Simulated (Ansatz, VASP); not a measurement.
# Cd8Te8H2O in two plane-wave programs, part 2 of 2

Aim: how closely do two programs agree when they are given the same cell, functional and k mesh?

VASP 6.6.1 and Ansatz 0.2.0.

So far: Starting point; VASP: single point, RPBE.

The database entry behind the starting cell differs from later determinations by our own check (an axis about 1.1 % short against later determinations), so it need not match the best structure at ambient conditions.

## 3. Ansatz: single point, RPBE

Level of this step: Ansatz beside VASP: Kohn-Sham DFT, plane waves, RPBE (Ansatz).

Ansatz runs on its default PAW (the set named soft_2) files.

The same cell, functional, mesh and smearing now go to Ansatz, which takes its cutoff from its data sets.

The input, input.yaml:

```yaml
crystal:
  lattice:
    - [9.0651089348, 0.0, 0.0]
    - [-4.5325544674, 7.8506146256, 0.0]
    - [0.0, 0.0, 24.1921190319]
  atoms:
    - { symbol: Te, position: [0.5, 0.0, 0.33647321] }
    - { symbol: Te, position: [0.5, 0.5, 0.33647321] }
    - { symbol: Te, position: [0.0, 0.0, 0.33647321] }
    - { symbol: Te, position: [0.0, 0.5, 0.33647321] }
    - { symbol: Te, position: [0.6606293216, 0.8257180693, 0.4994748909] }
    - { symbol: Te, position: [0.6645521802, 0.3320362514, 0.501634136] }
    - { symbol: Te, position: [0.1769646847, 0.8392208511, 0.5012345572] }
    - { symbol: Te, position: [0.1629520327, 0.3600882678, 0.5030728008] }
    - { symbol: Cd, position: [0.16666667, 0.83333333, 0.37471723] }
    - { symbol: Cd, position: [0.16666667, 0.33333333, 0.37471723] }
    - { symbol: Cd, position: [0.66666667, 0.83333333, 0.37471723] }
    - { symbol: Cd, position: [0.66666667, 0.33333333, 0.37471723] }
    - { symbol: Cd, position: [0.345555052, 0.683356884, 0.5470002196] }
    - { symbol: Cd, position: [0.3226085518, 0.181267932, 0.517797064] }
    - { symbol: Cd, position: [0.8404010951, 0.6690626113, 0.5249651861] }
    - { symbol: Cd, position: [0.827677714, 0.1582412663, 0.5276605124] }
    - { symbol: O, position: [0.3744041594, 0.8690512592, 0.6332785002] }
    - { symbol: H, position: [0.308579824, 0.9071844859, 0.610932492] }
    - { symbol: H, position: [0.3060775337, 0.8193316879, 0.6665393069] }
hamiltonian:
  xc: rpbe
  pseudopotentials: { kind: paw }
kpoints:
  mp_grid: { grid: [2, 2, 1] }
scf:
  occupations: { method: gaussian, width: 0.05 }
  n_extra_bands: 8
efield:
  axis: 3
  dipole_correction: true
  ramp_width: 0.04
output:
  forces: true
  eigenvalues: true
  write_density: true
  write_potential: true
  elf: true
  volumetric_format: npy
```

Launch:

```
> ansatz run input.yaml --threads 8 --pin off --max-ram 18432MiB --backend cpu --events-out ev --progress --plain --runs-dir out
```

Numbers of over 12 decimals in the logs are rounded to 6 here.

What it wrote:

```text
scf.n_extra_bands = 8 over 148 filled bands (N_el = 296.0): the run solves 156 bands
Engine: ansatz 0.2.0, aarch64-unknown-linux-gnu
Pseudopotentials: kind: paw
Pseudopotential: Te, paw, valence charge 16, recommended cutoff 420 eV (normal), Te.paw.azcp
Pseudopotential: Cd, paw, valence charge 20, recommended cutoff 420 eV (normal), Cd.paw.azcp
Pseudopotential: O, paw, valence charge 6, recommended cutoff 420 eV (normal), O.paw.azcp
Pseudopotential: H, paw, valence charge 1, recommended cutoff 420 eV (normal), H.paw.azcp
Functional definition: RPBE
  parameter kappa = 0.804
  parameter beta = 0.066725
  exchange = rpbe_x(kappa = kappa, mu = beta*pi^2/3)
  correlation = pbe_c(beta = beta)
Crystal: 19 atoms, lattice volume = 1721.673 Å³
Basis set: ecut = 420 eV, 33621 PW (Γ), exchange–correlation on 128×128×324 points (8 copies of the dense FFT grid, shifted against one another)
Bands: 156, of which v1, the nominal top of the filled ones, is band 148 counted from 1 (147 counted from 0)
Symmetry: 1 space group operations
Space group: P1 (ITA 1), of the structure as read, at distance tolerance 1.2e-4 Å
k-points: 4
Non-local potential: Te, projectors of the file, l = 0: 2, l = 1: 2, l = 2: 2, l = 3: 2
Non-local potential: Cd, projectors of the file, l = 0: 3, l = 1: 2, l = 2: 2, l = 3: 1
Non-local potential: O, projectors of the file, l = 0: 2, l = 1: 2, l = 2: 1
Non-local potential: H, projectors of the file, l = 0: 2, l = 1: 1
PAW form: soft (Blöchl's): semilocal exchange-correlation on the pseudo side does not see the compensation charge
PAW frozen core: Te, regenerated for the run's functional, and the local potential with it (the file was generated under x = pbe(κ = 0.804, μ = 0.219515), c = pbe(β = 0.066725))
PAW frozen core: Cd, regenerated for the run's functional, and the local potential with it (the file was generated under x = pbe(κ = 0.804, μ = 0.219515), c = pbe(β = 0.066725))
PAW frozen core: O, regenerated for the run's functional, and the local potential with it (the file was generated under x = pbe(κ = 0.804, μ = 0.219515), c = pbe(β = 0.066725))
PAW one-centre angular grid: Te, 590 points (default); XC on 64 Gauss nodes
PAW one-centre angular grid: Cd, 590 points (default); XC on 64 Gauss nodes
PAW one-centre angular grid: O, 110 points (default); XC on 64 Gauss nodes
PAW one-centre angular grid: H, 110 points (default); XC on 64 Gauss nodes
Initial density: superposition of atomic densities (neutral atoms: chi_scale 0, normalization atom), corrected by the library's trained network
Initial wavefunctions: pseudopotential atomic-orbital guess
Functional: x = rpbe, c = pbe(β = 0.066725)
SCF iter   1: F=—  HF=-122617.913637 eV  |F-HF|=—  |Δ(HF+E_count)|=         —  Δρ=2.19e-3  dr2=8.34e-1  ethr=1.77e-3  p=0.830 e·Å  D=8.73e-2 V/Å  ΔV_dip=-2.11 eV  dr2_dipole=3.60e-1  V_vac-E_F(+/−)=3.05/5.16 eV  ⟨swp⟩=7.8  Hψ=2825  notcnv=0
efield: sawtooth ramp at fractional position 0.9815 (placed from the atoms, in the widest stretch of the axis that holds none; the zero of the levels goes with the place), width 0.0400; the density the first Hamiltonian is built on has a dipole p = 0.830 e·Å; the dipole correction subtracts the counter field D = 8.73e-2 V/Å, which shifts the + side's vacuum level by -2.11 eV against the − side's; the planar-averaged density in the ramp window peaks in size at 1.6e-5 e/Å³
preconditioner: auto → Resta (q_TF=auto, 2.034 Å⁻¹)  ε∞=2.6  [insulator: Δε(μ)=0.471 eV  Ē_g=8.754 eV  σ=0.050 eV  W_gap=1.00  n_scr=224 (ndim 8)  ℏωp=11.0 eV  f_vac=0.654  D(μ)=0.00/eV (n_scr^D=0)  ε∞_Penn≈2.6  vacuum switching on, ρ_ref=5.6e-3 e/Å³]
SCF iter   2: F=—  HF=-122617.956979 eV  |F-HF|=—  |Δ(HF+E_count)|=   4.33e-2  Δρ=2.62e-3  dr2=1.84e0  ethr=2.82e-4  p=1.432 e·Å  D=1.51e-1 V/Å  ΔV_dip=-3.64 eV  dr2_dipole=6.13e-1  V_vac-E_F(+/−)=1.89/5.53 eV  ⟨swp⟩=3.0  Hψ=904  notcnv=0  defer=7
preconditioner: auto → LDOS  [metal: Δε(μ)=0.001 eV  Ē_g=8.381 eV  σ=0.050 eV  W_gap=0.01  n_scr=224 (ndim 8)  ℏωp=11.0 eV  f_vac=0.653  D(μ)=11.28/eV (n_scr^D=38)  β→1.0]
SCF iter   3: F=—  HF=-122617.746103 eV  |F-HF|=—  |Δ(HF+E_count)|=   2.11e-1  Δρ=7.67e-4  dr2=6.03e-2  ethr=2.82e-4  p=1.209 e·Å  D=1.27e-1 V/Å  ΔV_dip=-3.07 eV  dr2_dipole=8.44e-3  V_vac-E_F(+/−)=2.38/5.45 eV  ⟨swp⟩=3.0  Hψ=882  notcnv=0  defer=5
SCF iter   4: F=—  HF=-122617.740446 eV  |F-HF|=—  |Δ(HF+E_count)|=   5.66e-3  Δρ=4.46e-4  dr2=8.47e-3  ethr=2.04e-5  p=1.242 e·Å  D=1.31e-1 V/Å  ΔV_dip=-3.16 eV  dr2_dipole=2.16e-3  V_vac-E_F(+/−)=2.27/5.43 eV  ⟨swp⟩=2.0  Hψ=930  notcnv=0  defer=5
SCF iter   5: F=—  HF=-122617.741381 eV  |F-HF|=—  |Δ(HF+E_count)|=   9.36e-4  Δρ=3.53e-4  dr2=3.28e-2  ethr=2.86e-6  p=1.283 e·Å  D=1.35e-1 V/Å  ΔV_dip=-3.26 eV  dr2_dipole=9.78e-3  V_vac-E_F(+/−)=2.17/5.44 eV  ⟨swp⟩=2.0  Hψ=927  notcnv=0  defer=5  recentre
SCF iter   6: F=—  HF=-122617.740926 eV  |F-HF|=—  |Δ(HF+E_count)|=   4.55e-4  Δρ=2.65e-4  dr2=1.52e-2  ethr=2.86e-6  p=1.254 e·Å  D=1.32e-1 V/Å  ΔV_dip=-3.19 eV  dr2_dipole=4.60e-3  V_vac-E_F(+/−)=2.23/5.42 eV  ⟨swp⟩=2.0  Hψ=692  notcnv=0  defer=5
SCF iter   7: F=—  HF=-122617.740112 eV  |F-HF|=—  |Δ(HF+E_count)|=   8.14e-4  Δρ=9.81e-5  dr2=2.09e-3  ethr=2.86e-6  p=1.268 e·Å  D=1.33e-1 V/Å  ΔV_dip=-3.22 eV  dr2_dipole=6.05e-4  V_vac-E_F(+/−)=2.19/5.42 eV  ⟨swp⟩=2.0  Hψ=637  notcnv=0  defer=5
SCF iter   8: F=—  HF=-122617.740080 eV  |F-HF|=—  |Δ(HF+E_count)|=   3.14e-5  Δρ=3.58e-5  dr2=8.24e-5  ethr=7.05e-7  p=1.273 e·Å  D=1.34e-1 V/Å  ΔV_dip=-3.24 eV  dr2_dipole=1.85e-5  V_vac-E_F(+/−)=2.18/5.42 eV  ⟨swp⟩=2.0  Hψ=824  notcnv=0  defer=5
SCF iter   9: F=—  HF=-122617.740690 eV  |F-HF|=—  |Δ(HF+E_count)|=   6.09e-4  Δρ=1.27e-5  dr2=2.09e-5  ethr=2.78e-8  p=1.273 e·Å  D=1.34e-1 V/Å  ΔV_dip=-3.24 eV  dr2_dipole=4.53e-6  V_vac-E_F(+/−)=2.18/5.42 eV  ⟨swp⟩=2.0  Hψ=859  notcnv=0  defer=5
SCF iter  10: F=—  HF=-122617.740689 eV  |F-HF|=—  |Δ(HF+E_count)|=   9.99e-7  Δρ=5.24e-6  dr2=1.81e-6  ethr=7.05e-9  p=1.273 e·Å  D=1.34e-1 V/Å  ΔV_dip=-3.24 eV  dr2_dipole=5.19e-9  V_vac-E_F(+/−)=2.18/5.42 eV  ⟨swp⟩=2.0  Hψ=674  notcnv=0  defer=5
SCF iter  11: F=—  HF=-122617.740689 eV  |F-HF|=—  |Δ(HF+E_count)|=   4.91e-8  Δρ=3.04e-6  dr2=6.93e-7  ethr=6.10e-10  p=1.273 e·Å  D=1.34e-1 V/Å  ΔV_dip=-3.24 eV  dr2_dipole=2.95e-8  V_vac-E_F(+/−)=2.18/5.42 eV  ⟨swp⟩=2.0  Hψ=903  notcnv=0  defer=5
SCF iter  12: F=—  HF=-122617.740689 eV  |F-HF|=—  |Δ(HF+E_count)|=   7.52e-8  Δρ=1.56e-6  dr2=1.26e-7  ethr=2.34e-10  p=1.273 e·Å  D=1.34e-1 V/Å  ΔV_dip=-3.24 eV  dr2_dipole=9.61e-11  V_vac-E_F(+/−)=2.18/5.42 eV  ⟨swp⟩=2.0  Hψ=904  notcnv=0  defer=5
SCF iter  13: F=-122617.740689 eV  HF=-122617.740689 eV  |F-HF|=1.32e-9  |Δ(HF+E_count)|=  3.20e-10  Δρ=8.90e-7  dr2=2.98e-8  ethr=3.38e-11  p=1.273 e·Å  D=1.34e-1 V/Å  ΔV_dip=-3.24 eV  dr2_dipole=2.07e-10  V_vac-E_F(+/−)=2.18/5.42 eV  ⟨swp⟩=17.2  Hψ=5498  notcnv=0
SCF 1 converged in 13 iterations: F = -122617.740689 eV  dr2 = 2.98e-8
  greatest PAW one-centre occupation: 1.000 electrons in one spin orbital (limit 2), on the Cd atom at site 13 (counted from 0), in its partial waves of l = 0
WARN: The output density's exchange-correlation potential varies sharply where the density is thin. Do not read a vacuum level from v_tot or v_xc, or from such a field of the output density. On a cell that repeats whose density bears no net charge and no dipole along the vacuum's axis use v_es (v_loc + v_h of the components); under efield.dipole_correction with no amplitude use v_es + v_field, which holds any externa [...]
SCF converged after 13 iterations
Free energy (F): -122617.740689 eV
Harris-Foulkes:  -122617.740689 eV  (|F-HF|=1.32e-9)
Internal energy: -122617.725729 eV  (E = F + TS)
E sigma→0 (E₀):  -122617.733209 eV
Entropy (-TS):   -0.014960 eV (-0.787 meV/atom)
Fermi energy:    0.294380 eV
Dipole field:    D = 0.133740 V/Å  (p = 1.272480 e·Å, saw-weighted, corrected)
Work function:   Φ+ = 2.1849 eV   Φ− = 5.4204 eV
Levels:          The Fermi level and band energies are counted from a zero that moves with the ramp; work functions are not
--- Per-component energies (eV) ---
  E_band       = -8686.869002
  E_kinetic    = 5685.257010
  E_local      = -261770.052572  (includes V_loc(G=0)·N_el)
  E_nonlocal   = -2181.908816
  E_hartree    = 129816.354974
  E_xc         = -2502.961971
  E_vxc        = -2718.988955  (∫ρ·V_xc dr)
  E_paw        = -70261.612582  (= ΣΔE_a)
  E_vpaw       = -7390.435650  (= ΣTr[D̂ρ^β])
  E_aug_tail   = -0.001427  (compensation charges beyond the density's cutoff)
  E_efield     = 0.085091  (sawtooth field / dipole correction)
  E_vefield    = 56.538094  (∫n·V_field dr)
  E_ewald      = 78598.344778
  E_core_change = -1.230213  (= ΣΔE_core)
  E_smearing   = -0.014960  (= −TS)
  E_closure    = 0.000000  (closes the sum)
  Σ components = -122617.740689   (vs F -122617.740689, Δ=0.00e0)
--- Forces (eV/Å), atoms counted from 1 ---
  atom   1  Te    -0.00357703     0.00778903    -0.08092778
  atom   2  Te    -0.00526196    -0.01639290    -0.06530504
  atom   3  Te     0.00294328     0.02562331    -0.00152175
  atom   4  Te    -0.01559305     0.02086831    -0.09019764
  atom   5  Te     0.01839204    -0.01353509     0.08619009
  atom   6  Te    -0.03397638    -0.02144340     0.11144960
  atom   7  Te     0.01058646     0.04685372     0.06226142
  atom   8  Te    -0.04777454     0.06603612     0.10670568
  atom   9  Cd     0.04299107    -0.04675520    -0.27598384
  atom  10  Cd    -0.01543283     0.05180859    -0.21546461
  atom  11  Cd    -0.04880215    -0.01391833    -0.29331788
  atom  12  Cd     0.02594663     0.00316867    -0.19587824
  atom  13  Cd     0.03804791    -0.08278765     0.14574227
  atom  14  Cd     0.01789407    -0.02933767     0.13049803
  atom  15  Cd    -0.01609359     0.02192482     0.16670008
  atom  16  Cd     0.03699971    -0.01525222     0.18524168
  atom  17  O     -0.17811167     0.00257624     0.22477591
  atom  18  H      0.13315171    -0.07170464     0.18624581
  atom  19  H      0.03766111     0.06447761    -0.18720873
  max |Σ_I F_I| component: 9.21e-6 eV/Å
--- Band table (eV) ---
  k-point 0: bands = [... 144 lower, -0.6646, -0.6238, 0.2588, 0.2598, 0.3108, 0.9085, 1.0151, 1.1340, ... 4 higher]
  k-point 1: bands = [... 144 lower, -0.5255, -0.4848, -0.3285, -0.3005, 0.8820, 1.1830, 1.2556, 1.4363, ... 4 higher]
  k-point 2: bands = [... 144 lower, -0.5084, -0.4930, -0.3226, -0.3061, 0.8491, 1.1597, 1.2743, 1.4241, ... 4 higher]
  k-point 3: bands = [... 144 lower, -0.5233, -0.4679, -0.3333, -0.2967, 0.8459, 1.1394, 1.2061, 1.4842, ... 4 higher]
```

It took 31 s on 8 threads of Arm Neoverse N1, shared host; peak memory 4.9 GiB.

## 4. Differences

Known differences besides the potentials themselves: the data sets hold 296 valence electrons in Ansatz (default PAW (the set named soft_2) files) and 152 in VASP; the cutoff is 420 eV in Ansatz and 400 eV in VASP (PREC = Normal, projectors in real space); Ansatz makes its cores anew for this functional, VASP keeps those of its PBE data sets; VASP leaves aspherical gradient terms in its spheres out (LASPH is not set), Ansatz keeps them. Total energies have different zeros and are not compared.

Forces on 7 of the 19 atoms, those with the largest forces and the largest differences (eV/Å; atoms numbered as in POSCAR):

```csv
atom,"Ansatz x, y, z","VASP x, y, z"
Cd9,"0.043, -0.047, -0.276","0.041, -0.047, -0.277"
Cd10,"-0.015, 0.052, -0.215","-0.017, 0.051, -0.215"
Cd11,"-0.049, -0.014, -0.293","-0.051, -0.015, -0.293"
Cd16,"0.037, -0.015, 0.185","0.037, -0.014, 0.205"
O17,"-0.178, 0.003, 0.225","-0.064, 0.007, 0.197"
H18,"0.133, -0.072, 0.186","0.037, -0.010, 0.080"
H19,"0.038, 0.064, -0.187","0.010, -0.003, -0.041"
```

The forces differ by 35 meV/Å r.m.s., which is 36.2 % of the r.m.s. force of 0.10 eV/Å (both taken over all components).

## 5. Further runs

Further runs change the set-up of one program: Ansatz's method, potentials or start, or VASP's data sets, cutoff or form of LDA. The table gives Ansatz less VASP for each quantity, since a change that brings one quantity closer may part another.

```csv
run,r.m.s. force difference (meV/Å)
as above,35
cores kept as stored,35
```

## 6. Summary of results

```json
{
 "r.m.s. force difference (single point, RPBE)": "35 meV/Å"
}
```

What this shows: The r.m.s. force difference is 35 meV/Å (single point, RPBE), beyond the 12 meV/Å picked in this series as the mark of a large difference. For single point, RPBE, no further run moves any of the tabulated differences by more than a quarter of its size. 2 further runs of this series are not shown here. How closely two codes agree says nothing of how well the functional describes the real material.

[Lines on the potential files, build, host, timing and source positions are cut from VASP's logs without a mark.]

[Logs are printed without paths, hosts, clocks, repeated set-up lines and the standing remarks that a program may print on its own settings, such as how far it seeks lower states.]

[Hosts, paths, dates, database ids (printed as entryN), source tags and the programs' standing remarks are cut or masked in the printed files.]
